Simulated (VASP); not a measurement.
Wanted: the native input for a VASP 6.6.1 run.

* Task: single point
* Functional: r2SCAN
* Potentials or basis: VASP PAW PBE potentials, release 64 (Ta_pv, S)
* Cutoff: 520 eV
* k mesh: 7 × 7 × 3
* Occupations: gaussian, width 0.05 eV
* Spin: collinear spin, ferromagnetic start
* Starting moments: [0.5, 0.0, 0.0] μB
* Hubbard terms: Ta d U = 8 eV
* Further INCAR settings: ALGO = Normal; EDIFF = 1e-06

The structure of TaS2 lies in POSCAR:

```
TaS2
1.0
    3.3500014000      0.0000000000      0.0000000000
   -1.6750007000      2.9011863100      0.0000000000
    0.0000000000      0.0000000000      5.8599987400
Ta S
1 2
Direct
    0.0000000000      0.0000000000      0.0000000000
    0.3333333333      0.6666666667      0.2500000000
    0.6666666667      0.3333333333      0.7500000000
```

These files were run (other wordings do the same):

INCAR

```
SYSTEM = TaS2
PREC = Accurate ; ENCUT = 520
EDIFF = 1E-6 ; ISMEAR = 0
SIGMA = 0.05 ; LREAL = .FALSE.
LASPH = .TRUE. ; NELM = 100
ALGO = Normal ; ISIF = 2
LWAVE = .FALSE. ; LCHARG = .FALSE.
ISPIN = 2 ; MAGMOM = 0.5 0 0
LORBIT = 11 ; LMAXMIX = 4
LDAU = .TRUE. ; LDAUTYPE = 2
LDAUL = 2 -1 ; LDAUU = 8 0
LDAUJ = 0 0 ; LDAUPRINT = 1
METAGGA = R2SCAN ; LMIXTAU = .TRUE.
```

KPOINTS

```
Automatic mesh
0
G
  7 7 3
  0 0 0
```

Potentials or basis: VASP PAW PBE potentials, release 64 (Ta_pv, S).

The run is started by

```sh
$ cat potpaw_PBE.64/Ta_pv/POTCAR potpaw_PBE.64/S/POTCAR > POTCAR
$ mpirun -np 1 vasp_std > vasp.out
```

It gave:

| Item | Value |
| --- | --- |
| Pressure | 19.0 GPa |
| Largest force | 1.763 eV/Å |
| Band gap on the k mesh | none (metal or under the smearing width) |
| Net moment | 0.76 μB per cell |
| Site moments | Ta +0.56; S -0.03 μB |
| Valence electrons inside the program's atomic spheres | Ta 8.65; S 3.83 |

Caveat: the PAW data sets were made with another functional, which shifts forces and pressure a little.

It took 3.3 min on 1 thread of Intel(R) Xeon(R) Platinum 8259CL CPU @ 2.50GHz (Skylake/Cascade Lake) (shared host), peak memory 0.24 GiB.
